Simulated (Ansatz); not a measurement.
Take a crystal in which Se has been replaced by O on all its sites, with the cell rescaled by a rough guess (in some cases also distorted within its space group) and nothing relaxed:

```
Ca O
1.0
     0.00000    2.63570    2.63570
     2.63570    0.00000    2.63570
     2.63570    2.63570    0.00000
Ca O
1 1
Direct
  0.00000 0.00000 0.00000
  0.50000 0.50000 0.50000
```

The calculation used DFT PBE, scalar-relativistic, plane waves, PAW (Ansatz).

Cutoff 420 eV; k points 8×8×8 on the computed 2-atom cell (Γ-centred); Gaussian smearing, width 0.02 eV; no spin polarisation.

**Question.** What pressure does the cell carry?

**Answer.** The pressure is -15.7 GPa (positive in compression), so the cell would contract.

**Question.** Is it a metal on this mesh?

**Answer.** No: the gap is 2.82 eV, the least direct gap 2.82 eV.

**Question.** What is its energy against the elements in their standard states?

**Answer.** -2.687 eV/atom at this unrelaxed geometry, with the elements in the same functional.